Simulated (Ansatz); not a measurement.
# ZnS (wurtzite type): optical response by level, part 2 of 2

Aim: the dielectric function of ZnS (wurtzite type) in the independent-particle picture, and how it depends on the functional and on the gap. Plan: HSE06 for the gap; optics with PBE on 6×6×4; optics with r2SCAN on 6×6×4; optics with PBE and scissors to the HSE06 gap on 6×6×4.

Ansatz 0.2.0; plane waves, PAW; no local fields, no excitons. The steps go on from the part before.

### Step 4. Optics, r2SCAN

Contents of input.yaml:

```yaml
crystal:
  lattice:
    - [3.8054508206, 0.0, 0.0]
    - [-1.9027254103, 3.2956170835, 0.0]
    - [0.0, 0.0, 6.2439930788]
  atoms:
    - { symbol: Zn, position: [0.3333333333, 0.6666666667, 0.0003381272] }
    - { symbol: Zn, position: [0.6666666667, 0.3333333333, 0.5003381272] }
    - { symbol: S, position: [0.3333333333, 0.6666666667, 0.3746618728] }
    - { symbol: S, position: [0.6666666667, 0.3333333333, 0.8746618728] }
kpoints:
  mp_grid: { grid: [6, 6, 4] }
hamiltonian:
  xc: r2scan
scf:
  occupations: { method: fixed }
output:
  optics:
    e_range: [0, 14]
    de: 0.05
    sigma: 0.1
    bands: { spectra_wanted_up_to: 14 }
  write_density: true
  write_potential: true
  elf: true
  volumetric_format: npy
```

Launch:

```bash
$ ansatz run input.yaml --threads 4 --pin off --max-ram 3686MiB --backend cpu --events-out ev --progress --plain --runs-dir out
```

Log:

```text
Warning: RAYON_NUM_THREADS=4 ignored (pool sized by the plan → 4); use --threads N
Engine: ansatz 0.2.0, aarch64-unknown-linux-gnu
Pseudopotentials: kind: paw
Pseudopotential: Zn, paw, valence charge 12, recommended cutoff 500 eV (meta_gga), Zn.paw.azcp
Pseudopotential: S, paw, valence charge 6, recommended cutoff 500 eV (meta_gga), S.paw.azcp
Functional definition: r2SCAN
  parameter k0 = 0.174
  parameter k1 = 0.065
  parameter a1 = 4.9479
  exchange = r2scan_x(k0 = k0, k1 = k1, a1 = a1)
  correlation = r2scan_c
Crystal: 4 atoms, lattice volume = 78.308 Å³
Basis set: ecut = 500 eV, 1973 PW (Γ), exchange–correlation on 120×120×192 points (64 copies of the dense FFT grid, shifted against one another)
Bands: 22, of which v1, the nominal top of the filled ones, is band 18 counted from 1 (17 counted from 0)
Symmetry: 12 space group operations
Space group: P63mc (ITA 186), of the structure as read, at distance tolerance 4.3e-5 Å
k-points: 21 of 144 (time reversal used)
Non-local potential: Zn, projectors of the file, l = 0: 2, l = 1: 2, l = 2: 3, l = 3: 1
Non-local potential: S, projectors of the file, l = 0: 2, l = 1: 2, l = 2: 2
PAW form: soft (Blöchl's): semilocal exchange-correlation on the pseudo side does not see the compensation charge
PAW frozen core: Zn, regenerated for the run's functional (the file was generated under x = pbe(κ = 0.804, μ = 0.2195149727645171), c = pbe(β = 0.06672455060314922))
PAW frozen core: S, regenerated for the run's functional (the file was generated under x = pbe(κ = 0.804, μ = 0.2195149727645171), c = pbe(β = 0.06672455060314922))
PAW one-centre angular grid: Zn, 590 points (default); XC on 261 of its mesh's 2673 points in the sphere
PAW one-centre angular grid: S, 302 points (default); XC on 160 Gauss nodes
Initial density: superposition of atomic densities (neutral atoms: chi_scale 0, normalization atom), corrected by the library's trained network
Initial wavefunctions: pseudopotential atomic-orbital guess
Functional: x = r2scan, c = r2scan; τ floored in thin density (d = 2e-4 eV/Å³)
SCF iter   1: F=—  HF=-8466.891312 eV  |F-HF|=—  |Δ(HF+E_count)|=         —  Δρ=1.56e-2  dr2=9.34e-2  dr2_τ=1.34e-2  ethr=1.77e-3  ⟨swp⟩=4.7  Hψ=1977  notcnv=0  defer=38
preconditioner: auto → Resta (q_TF=auto, 2.397 Å⁻¹)  ε∞=5.8  [insulator: Δε(μ)=2.764 eV  Ē_g=11.461 eV  n_scr=22 (ndim 8)  ℏωp=25.2 eV  f_vac=0.037  ε∞_Penn≈5.8]
SCF iter   2: F=—  HF=-8466.891737 eV  |F-HF|=—  |Δ(HF+E_count)|=   4.24e-4  Δρ=2.41e-3  dr2=2.74e-3  dr2_τ=5.24e-4  ethr=2.59e-4  ⟨swp⟩=2.1  Hψ=1014  notcnv=0  defer=40
SCF iter   3: F=—  HF=-8466.888500 eV  |F-HF|=—  |Δ(HF+E_count)|=   3.24e-3  Δρ=3.28e-3  dr2=3.92e-3  dr2_τ=2.84e-5  ethr=7.61e-6  ⟨swp⟩=2.3  Hψ=851  notcnv=0  defer=40
SCF iter   4: F=—  HF=-8466.888196 eV  |F-HF|=—  |Δ(HF+E_count)|=   3.04e-4  Δρ=6.97e-4  dr2=2.02e-4  dr2_τ=6.78e-6  ethr=7.61e-6  ⟨swp⟩=3.0  Hψ=806  notcnv=0  defer=40
SCF iter   5: F=—  HF=-8466.888229 eV  |F-HF|=—  |Δ(HF+E_count)|=   3.38e-5  Δρ=1.61e-4  dr2=1.57e-5  dr2_τ=4.92e-7  ethr=5.61e-7  ⟨swp⟩=2.0  Hψ=838  notcnv=0
SCF iter   6: F=—  HF=-8466.888236 eV  |F-HF|=—  |Δ(HF+E_count)|=   6.59e-6  Δρ=4.35e-5  dr2=9.21e-7  dr2_τ=5.00e-9  ethr=4.36e-8  ⟨swp⟩=2.0  Hψ=840  notcnv=0
SCF iter   7: F=—  HF=-8466.888237 eV  |F-HF|=—  |Δ(HF+E_count)|=   1.42e-6  Δρ=5.52e-6  dr2=2.38e-8  dr2_τ=4.89e-10  ethr=2.56e-9  ⟨swp⟩=2.8  Hψ=854  notcnv=0
SCF iter   8: F=—  HF=-8466.888237 eV  |F-HF|=—  |Δ(HF+E_count)|=   1.52e-8  Δρ=1.16e-6  dr2=1.31e-9  dr2_τ=3.32e-11  ethr=6.61e-11  ⟨swp⟩=3.0  Hψ=839  notcnv=0
SCF iter   9: F=—  HF=-8466.888237 eV  |F-HF|=—  |Δ(HF+E_count)|=  9.59e-10  Δρ=2.28e-7  dr2=3.60e-11  dr2_τ=2.02e-12  ethr=3.65e-12  ⟨swp⟩=2.0  Hψ=840  notcnv=0
SCF iter  10: F=-8466.888237 eV  HF=-8466.888237 eV  |F-HF|=1.82e-12  |Δ(HF+E_count)|=  3.27e-11  Δρ=3.42e-8  dr2=1.05e-12  dr2_τ=2.33e-14  ethr=1.00e-12  ⟨swp⟩=3.8  Hψ=1392  notcnv=0
SCF 1 converged in 10 iterations: F = -8466.888237 eV  dr2 = 1.05e-12
NSCF: frozen V_eff on 21 k-points
Optics k sum: 0 of 21 k-points
[...]
output.optics: what the bands over the 44 summed would add to eps1, eps2 and the energy-loss function is held between a lower and an upper bound (8 Lanczos steps). eps1, eps2 and their loss function (loss_summed_bands) are given on every row as the summed bands alone make them. Along an axis, on a row where the two bounds hold the loss function to about 1 % of the greater of itself and 0.5 % of |1/eps|, its cell (loss_completed) is given, with the completed eps1 and eps2 that it is formed of (a cell that is left empty reads nan in the table and null in the record). The two bounds hold it so along every axis on all 281 rows up to 14.000 eV. The run works to bound the rows up to 14.000 eV and no higher ones: a peak of the loss function over that energy may be left empty with no warning. To have the run work for it, set output.optics.bands.spectra_wanted_up_to to a higher energy. perfect_screening_sum, loss_f_sum_n_eff and, beside carriers, perfect_screening_limit are those of loss_summed_bands: over the bounded function the two sums would run over rows that are not all bounded, and lack what the bands left out lay past the top of the energy grid. Bounded is said of the bands left out alone, which are those that the basis at basis.ecutwfc holds: it says nothing of that cutoff, of the k-point mesh, of what the sum inside its cells errs by (eps2_relative_error), of the factors of all_electron_strengths, nor of how far the SCF is converged. The bands left out are taken at the k-points, and what their mean over the points' cells stands off that by is in neither bound: the run's estimate of it, which the test of a row counts in, is 0.01 % of |eps| at the most among the values given; where the mean stood off by over 0.5 % the points' spread read 0.1 to 3 times that
SCF converged after 10 iterations
Free energy (F): -8466.888237 eV
Harris-Foulkes:  -8466.888237 eV  (|F-HF|=1.82e-12)
Internal energy: -8466.888237 eV  (E = F + TS)
E sigma→0 (E₀):  -8466.888237 eV
Fermi energy:    5.629655 eV
--- Per-component energies (eV) ---
  E_band       = -2.378506
  E_kinetic    = 475.209799
  E_local      = -4089.287676  (includes V_loc(G=0)·N_el)
  E_nonlocal   = 1293.311611
  E_hartree    = 1716.201399
  E_xc         = -431.602608
  E_vxc        = -296.479127  (∫ρ·V_xc dr)
  E_paw        = -4919.930566  (= ΣΔE_a)
  E_vpaw       = -832.195622  (= ΣTr[D̂ρ^β])
  E_aug_tail   = -0.000119  (compensation charges beyond the density's cutoff)
  E_vtau       = 14.659796  (kinetic-family band-sum trace: ∫τ·v_τ [+ j·A + Jᵃ·Aᵃ] dr)
  E_ewald      = -2510.205308
  E_core_change = -0.584771  (= ΣΔE_core)
  E_smearing   = -0.000000  (= −TS)
  E_closure    = 0.000000  (closes the sum)
  Σ components = -8466.888237   (vs F -8466.888237, Δ=0.00e0)
--- Band table (eV; the first three rows and the last of 21) ---
  k-point 0: bands = ["-8.1286", "-7.1643", "-0.9057", "-0.8912", "-0.8912", "-0.8009", "-0.8009", "-0.4023", "-0.4023", "-0.3245", "-0.3245", "-0.1696", "0.1562", "4.7078", "4.7078", "5.5450", "5.6297", "5.6297", "8.4101", "9.2395", "12.4013", "12.4013"]
  k-point 1: bands = ["-8.0063", "-7.3286", "-0.9102", "-0.8817", "-0.8817", "-0.8181", "-0.8181", "-0.6478", "-0.3882", "-0.3882", "-0.3330", "-0.3330", "1.1543", "4.4729", "4.8333", "4.8333", "5.4839", "5.4839", "9.2812", "9.4004", "12.3603", "12.4926"]
  k-point 2: bands = ["-7.6879", "-7.6879", "-0.8724", "-0.8724", "-0.8537", "-0.8537", "-0.8537", "-0.8537", "-0.3578", "-0.3578", "-0.3578", "-0.3578", "2.7306", "2.7306", "5.1485", "5.1485", "5.1485", "5.1485", "9.7307", "9.7307", "12.8557", "12.8557"]
  k-point 20: bands = ["-6.9081", "-6.9081", "-0.7496", "-0.7496", "-0.7164", "-0.7164", "-0.4852", "-0.4852", "-0.4023", "-0.4023", "-0.0247", "-0.0247", "0.7997", "0.7997", "2.4932", "2.4932", "4.2268", "4.2268", "10.6099", "10.6099", "12.3142", "12.3142"]
```

Run time: 35 s. Hardware: 4 threads of Arm Neoverse V1, shared host; peak memory 0.86 GiB.

From the head of optics.tsv:

```
# eps_inf(xx yy zz) = 5.565769 5.565769 5.656170
# eps_inf_bands = all
# eps_inf_summed_bands(xx yy zz) = 5.484862 5.484862 5.575376
# eps_inf_completed(xx yy zz) = 5.565769 5.565769 5.656170
# eps2_relative_error = 0.0008
# eps_inf_relative_error = 0.0040
# f_sum_n_eff(xx yy zz) = 17.155825 17.155825 17.155820 of n_electrons = 36.000000
# n_bands = 44
# n_bands_set_by = photon_energy
# valid_up_to_ev = 22.856219
# least_direct_gap_ev = 2.780431e0 at k(fractional) = 0.000000 0.000000 0.000000, k_point = 0, channel = 0, bands = 17 18 (counted from 0)
```

The dielectric function from optics.tsv (yy equals xx), one row in 6 (narrow peaks fall between the rows):

```
E (eV)  ε₂ xx  ε₂ zz  ε₁ xx  ε₁ zz
  2.60   0.00   0.00   6.56   6.67
  2.90   0.36   0.23   7.05   7.28
  3.20   0.65   0.70   7.16   7.44
  3.50   0.81   0.93   7.37   7.62
  3.80   0.94   1.13   7.72   7.93
  4.10   1.10   1.33   8.29   8.40
  4.40   1.39   1.59   9.36   9.13
  4.70   3.34   2.02  10.08  10.41
  5.00   5.05   3.94  10.50  13.67
  5.30   5.99  10.18   9.94  10.48
  5.60   7.99  10.30  10.19   8.09
  5.90  10.44  10.89   6.12   5.44
  6.20   9.47  10.23   6.67   3.47
  6.50  10.45   8.17   3.19   2.51
  6.80   7.97   8.42   1.95   2.26
  7.10   9.07   9.81   3.97   3.93
  7.40  11.86  10.96   1.30  -0.15
  7.70   8.87   7.59  -1.60  -1.43
  8.00   7.72   6.99  -1.70  -1.07
  8.30   6.55   7.22  -2.06  -1.36
  8.60   5.68   6.60  -1.66  -1.83
  8.90   6.18   5.55  -1.58  -2.47
  9.20   4.97   4.49  -3.12  -2.82
  9.50   3.73   3.55  -2.75  -2.69
  9.80   3.22   2.81  -2.14  -1.96
 10.10   2.97   2.83  -1.64  -1.29
 10.40   3.03   3.35  -1.35  -0.84
 10.70   3.23   3.38  -1.58  -1.64
 11.00   2.84   2.94  -1.87  -1.84
 11.30   2.46   2.59  -1.96  -2.09
 11.60   1.95   1.92  -1.95  -1.99
 11.90   1.54   1.54  -1.59  -1.60
 12.20   1.55   1.54  -1.31  -1.26
 12.50   1.51   1.56  -1.24  -1.25
 12.80   1.32   1.35  -1.21  -1.28
 13.10   1.15   1.09  -1.16  -1.19
 13.40   1.01   0.94  -0.89  -0.89
 13.70   1.07   1.00  -0.76  -0.71
 14.00   1.06   1.02  -0.85  -0.74
```

Tallest peaks of ε₂ (mean of the periodic axes): 10.9 at 5.80 eV, 10.8 at 6.35 eV, 11.6 at 7.40 eV.

### Step 5. Optics, PBE + 1.23 eV scissors

The scissors of 1.232 eV comes from the difference of HSE06 and PBE direct gaps in separate runs.

input.yaml, as its differences from that of step 4:

```diff
@@ -13,3 +13,3 @@
 hamiltonian:
-  xc: r2scan
+  xc: pbe
 scf:
@@ -22,5 +22,2 @@
     bands: { spectra_wanted_up_to: 14 }
-  write_density: true
-  write_potential: true
-  elf: true
-  volumetric_format: npy
+    scissors: 1.232
```

Launch:

```bash
$ ansatz run input.yaml --threads 4 --pin off --max-ram 3686MiB --backend cpu --events-out ev --progress --plain --runs-dir out
```

Log:

```text
Warning: RAYON_NUM_THREADS=4 ignored (pool sized by the plan → 4); use --threads N
[... 9 set-up lines as earlier in the session ...]
Crystal: 4 atoms, lattice volume = 78.308 Å³
Basis set: ecut = 420 eV, 1521 PW (Γ)
Bands: 22, of which v1, the nominal top of the filled ones, is band 18 counted from 1 (17 counted from 0)
[... 2 set-up lines as earlier in the session ...]
k-points: 21 of 144 (time reversal used)
[... 8 set-up lines as earlier in the session ...]
SCF iter   1: F=—  HF=-8445.437295 eV  |F-HF|=—  |Δ(HF+E_count)|=         —  Δρ=4.60e-4  dr2=1.50e-4  ethr=1.77e-3  ⟨swp⟩=5.0  Hψ=1968  notcnv=0  defer=39
preconditioner: auto → Resta (q_TF=auto, 2.397 Å⁻¹)  ε∞=6.6  [insulator: Δε(μ)=2.209 eV  Ē_g=10.671 eV  n_scr=22 (ndim 8)  ℏωp=25.2 eV  f_vac=0.038  ε∞_Penn≈6.6]
SCF iter   2: F=—  HF=-8445.437576 eV  |F-HF|=—  |Δ(HF+E_count)|=   2.81e-4  Δρ=4.08e-4  dr2=1.01e-4  ethr=4.18e-7  ⟨swp⟩=2.6  Hψ=1135  notcnv=0  defer=39
SCF iter   3: F=—  HF=-8445.437654 eV  |F-HF|=—  |Δ(HF+E_count)|=   7.76e-5  Δρ=1.21e-4  dr2=1.07e-5  ethr=2.80e-7  ⟨swp⟩=2.0  Hψ=800  notcnv=0  defer=39
SCF iter   4: F=—  HF=-8445.437663 eV  |F-HF|=—  |Δ(HF+E_count)|=   9.82e-6  Δρ=6.69e-5  dr2=3.92e-6  ethr=2.96e-8  ⟨swp⟩=2.0  Hψ=840  notcnv=0  defer=3
SCF iter   5: F=—  HF=-8445.437662 eV  |F-HF|=—  |Δ(HF+E_count)|=   8.90e-7  Δρ=2.24e-5  dr2=3.28e-7  ethr=1.09e-8  ⟨swp⟩=2.1  Hψ=746  notcnv=0
SCF iter   6: F=—  HF=-8445.437664 eV  |F-HF|=—  |Δ(HF+E_count)|=   1.32e-6  Δρ=9.52e-6  dr2=5.66e-8  ethr=9.11e-10  ⟨swp⟩=2.6  Hψ=842  notcnv=0
SCF iter   7: F=—  HF=-8445.437664 eV  |F-HF|=—  |Δ(HF+E_count)|=   1.11e-8  Δρ=2.56e-6  dr2=4.36e-9  ethr=1.57e-10  ⟨swp⟩=3.0  Hψ=894  notcnv=0
SCF iter   8: F=—  HF=-8445.437664 eV  |F-HF|=—  |Δ(HF+E_count)|=  1.36e-10  Δρ=6.07e-7  dr2=3.22e-10  ethr=1.21e-11  ⟨swp⟩=3.0  Hψ=895  notcnv=0
SCF iter   9: F=-8445.437664 eV  HF=-8445.437664 eV  |F-HF|=7.28e-12  |Δ(HF+E_count)|=  2.73e-11  Δρ=1.27e-7  dr2=7.84e-12  ethr=1.00e-12  ⟨swp⟩=2.4  Hψ=1861  notcnv=0
SCF 1 converged in 9 iterations: F = -8445.437664 eV  dr2 = 7.84e-12
NSCF: frozen V_eff on 21 k-points
Optics k sum: 0 of 21 k-points
[...]
output.optics: what the bands over the 42 summed would add to eps1, eps2 and the energy-loss function is held between a lower and an upper bound (8 Lanczos steps). eps1, eps2 and their loss function (loss_summed_bands) are given on every row as the summed bands alone make them. Along an axis, on a row where the two bounds hold the loss function to about 1 % of the greater of itself and 0.5 % of |1/eps|, its cell (loss_completed) is given, with the completed eps1 and eps2 that it is formed of (a cell that is left empty reads nan in the table and null in the record). The two bounds hold it so along every axis on all 281 rows up to 14.000 eV. The run works to bound the rows up to 14.000 eV and no higher ones: a peak of the loss function over that energy may be left empty with no warning. To have the run work for it, set output.optics.bands.spectra_wanted_up_to to a higher energy. perfect_screening_sum, loss_f_sum_n_eff and, beside carriers, perfect_screening_limit are those of loss_summed_bands: over the bounded function the two sums would run over rows that are not all bounded, and lack what the bands left out lay past the top of the energy grid. Bounded is said of the bands left out alone, which are those that the basis at basis.ecutwfc holds: it says nothing of that cutoff, of the k-point mesh, of what the sum inside its cells errs by (eps2_relative_error), of the factors of all_electron_strengths, nor of how far the SCF is converged. The bands left out are taken at the k-points, and what their mean over the points' cells stands off that by is in neither bound: the run's estimate of it, which the test of a row counts in, is 0.02 % of |eps| at the most among the values given; where the mean stood off by over 0.5 % the points' spread read 0.1 to 3 times that
SCF converged after 9 iterations
Free energy (F): -8445.437664 eV
Harris-Foulkes:  -8445.437664 eV  (|F-HF|=7.28e-12)
Internal energy: -8445.437664 eV  (E = F + TS)
E sigma→0 (E₀):  -8445.437664 eV
Fermi energy:    5.906866 eV
--- Per-component energies (eV) ---
  E_band       = 12.915793
  E_kinetic    = 477.246354
  E_local      = -4077.919036  (includes V_loc(G=0)·N_el)
  E_nonlocal   = 1285.424574
  E_hartree    = 1706.061924
  E_xc         = -469.099838
  E_vxc        = -279.508870  (∫ρ·V_xc dr)
  E_paw        = -4856.945589  (= ΣΔE_a)
  E_vpaw       = -804.450253  (= ΣTr[D̂ρ^β])
  E_aug_tail   = -0.000747  (compensation charges beyond the density's cutoff)
  E_ewald      = -2510.205308
  E_smearing   = -0.000000  (= −TS)
  E_closure    = 0.000000  (closes the sum)
  Σ components = -8445.437664   (vs F -8445.437664, Δ=0.00e0)
--- Band table (eV; the first three rows and the last of 21) ---
  k-point 0: bands = ["-7.3160", "-6.3705", "-0.4665", "-0.4524", "-0.4524", "-0.3688", "-0.3688", "-0.0016", "-0.0016", "0.0768", "0.0768", "0.2298", "0.5398", "5.0079", "5.0079", "5.8244", "5.9069", "5.9069", "8.1196", "9.0123", "12.1911", "12.1911"]
  k-point 1: bands = ["-7.1964", "-6.5320", "-0.4735", "-0.4440", "-0.4440", "-0.3851", "-0.3851", "-0.2319", "0.0128", "0.0128", "0.0684", "0.0684", "1.5062", "4.7250", "5.1298", "5.1298", "5.7640", "5.7640", "9.0173", "9.1647", "12.1420", "12.2862"]
  k-point 2: bands = ["-6.8847", "-6.8847", "-0.4431", "-0.4431", "-0.4184", "-0.4184", "-0.4184", "-0.4184", "0.0435", "0.0435", "0.0435", "0.0435", "3.0288", "3.0288", "5.4365", "5.4365", "5.4365", "5.4365", "9.4706", "9.4706", "12.6436", "12.6436"]
  k-point 20: bands = ["-6.1197", "-6.1197", "-0.3285", "-0.3285", "-0.2904", "-0.2904", "-0.0755", "-0.0755", "-0.0006", "-0.0006", "0.3743", "0.3743", "1.1413", "1.1413", "2.8469", "2.8469", "4.5429", "4.5429", "10.3984", "10.3984", "12.2298", "12.2298"]
```

Run time: 24 s. Hardware: 4 threads of Arm Neoverse V1, shared host; peak memory 0.67 GiB.

optics.tsv begins:

```
# eps_inf(xx yy zz) = 5.347073 5.347073 5.430071
# eps_inf_bands = all
# eps_inf_summed_bands(xx yy zz) = 5.260690 5.260690 5.343978
# eps_inf_completed(xx yy zz) = 5.347073 5.347073 5.430071
# eps2_relative_error = 0.0009
# eps_inf_relative_error = 0.0039
# f_sum_n_eff(xx yy zz) = 16.259287 16.259287 16.265303 of n_electrons = 36.000000
# n_bands = 42
# n_bands_set_by = photon_energy
# valid_up_to_ev = 22.076713
# least_direct_gap_ev = 2.212756e0 at k(fractional) = 0.000000 0.000000 0.000000, k_point = 0, channel = 0, bands = 17 18 (counted from 0)
```

The dielectric function from optics.tsv (yy equals xx), one row in 14 (narrow peaks fall between the rows):

```csv
E (eV),ε₂ xx,ε₂ zz,ε₁ xx,ε₁ zz
3.25,0.00,0.00,6.62,6.72
3.95,0.85,0.93,7.31,7.59
4.65,1.22,1.44,8.10,8.24
5.35,3.62,2.18,10.29,10.13
6.05,6.78,11.41,9.83,11.07
6.75,9.53,11.60,5.21,4.23
7.45,8.99,7.55,2.36,4.05
8.15,12.88,12.13,1.13,-0.50
8.85,7.61,6.99,-2.57,-1.44
9.55,5.97,5.72,-1.77,-3.03
10.25,3.67,3.39,-2.99,-2.98
10.95,3.11,2.96,-1.84,-1.37
11.65,2.98,3.13,-2.20,-2.19
12.35,1.76,1.75,-2.08,-2.12
13.05,1.53,1.56,-1.47,-1.48
13.75,1.09,1.04,-1.29,-1.32
```

Tallest peaks of ε₂ (mean of the periodic axes): 11.6 at 6.55 eV, 11.0 at 7.10 eV, 12.6 at 8.15 eV.

### Step 6. The levels side by side

| level | mesh | least direct gap on the mesh (eV) | ε∞ | tallest peak of ε₂ | time |
| --- | --- | --- | --- | --- | --- |
| PBE | 6×6×4 | 2.21 | 6.21 (xx, yy), 6.32 (zz) | 12.6 at 6.90 eV | 25 s |
| r2SCAN | 6×6×4 | 2.78 | 5.57 (xx, yy), 5.66 (zz) | 11.6 at 7.40 eV | 35 s |
| PBE + 1.23 eV scissors | 6×6×4 | 3.44 | 5.35 (xx, yy), 5.43 (zz) | 12.6 at 8.15 eV | 24 s |

### Step 7. Summary of results

This closing draws on all 2 parts.

```
                                  quantity                     value
                                   ε∞, PBE  6.21 (xx, yy), 6.32 (zz)
                                ε∞, r2SCAN  5.57 (xx, yy), 5.66 (zz)
                ε∞, PBE + 1.23 eV scissors  5.35 (xx, yy), 5.43 (zz)
                   tallest peak of ε₂, PBE           12.6 at 6.90 eV
                tallest peak of ε₂, r2SCAN           11.6 at 7.40 eV
tallest peak of ε₂, PBE + 1.23 eV scissors           12.6 at 8.15 eV
                          HSE06 direct gap                   3.45 eV
```

PBE + 1.23 eV scissors has the widest direct gap (3.44 eV) and PBE the narrowest (2.21 eV); ε∞ is 5.37 and 6.24 (mean of the axes): a wider gap screens less. The response is anisotropic: with PBE ε∞ is 6.21 (xx, yy), 6.32 (zz). Local fields and excitons are left out: both change ε∞, and without excitons the onset lacks its lines.
